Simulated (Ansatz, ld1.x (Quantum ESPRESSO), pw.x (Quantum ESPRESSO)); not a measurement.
# neodymium (fcc): variants of one ultrasoft potential in the solid

- Element: neodymium
- Generator: ld1.x (Quantum ESPRESSO) 7.5
- Type: ultrasoft
- Functional: PBE
- Relativity: scalar-relativistic
- Frozen core: [Kr] 4d10
- Valence charge: 14
- Reference configuration: 4f4 5s2 5p6 5d0 6s2 6p0
- Partial waves: 5s (bound): rcut 2.50, rcutus 2.85 bohr; 6s (bound): rcut 2.50, rcutus 2.85 bohr; 5p (bound): rcut 2.25, rcutus 2.70 bohr; 6p (bound, empty): rcut 2.25, rcutus 2.70 bohr; 5d (bound, empty): rcut 2.50, rcutus 3.35 bohr; 5d channel at 3.7 Ry: rcut 2.50, rcutus 3.35 bohr; 4f (bound): rcut 1.45, rcutus 1.80 bohr; 4f channel at 1.45 Ry: rcut 1.45, rcutus 1.80 bohr
- Local potential: all-electron potential smoothed inside 3.25 bohr (lloc = -2)
- Core correction: none
- Augmentation charge: PSQ, inside the norm-conserving radii

Crystal test: fcc Nd in pw.x 7.5, no spin, 12³ k-points, Fermi–Dirac smearing 0.01 Ry, cutoffs set for each file from its atomic test. The reference is all-electron LAPW (Ansatz 0.2.0) with the same functional, mesh and smearing; V0 and B0 come from Birch–Murnaghan fits to the pressures at five volumes. Errors are pseudo minus all-electron; Δ is the rms difference of the E(V) curves that follow from these fits, minima aligned, over ±6 % about the mean V0. Mesh and smearing are coarse, so the numbers serve the comparison and aren't converged zero-temperature values; the lattice is a test structure that the element need not adopt. Spin polarisation and strong correlation are left out, which matters for this element.

All-electron: a0 = 4.598 Å (V0 = 24.30 Å³/atom), B0 = 25.9 GPa.

Base: The largest radius (3.35 bohr) exceeds half the bond length (3.07 bohr), so the spheres overlap, which is one possible source of error among others. This is a poor potential for the solid. Atomic configuration tests: test run stopped at test 6 of 7 (negative rho), 2 before it not solved.

2 further variants are left out: they gave no file fit for a test, a broken result, the same result as the base, or pressures whose basis-set error rivals the error shown.

A dash in a converged row means that the minimum lies outside the volumes sampled.

```tsv
change	cutoffs (Ry)	pw.x	mean pressure error (GPa)
base	85/680	converged	+12.52
reference 4f3 5s2 5p6 5d1 6s2 6p0	85/680	converged	+11.65
```

**Question.** Give the row for: waves 5s (bound): rcut 2.50, rcutus 3.04 bohr; 6s (bound): rcut 2.50, rcutus 3.04 bohr.

**Answer.** pw.x: converged; mean pressure error (GPa): +12.22.
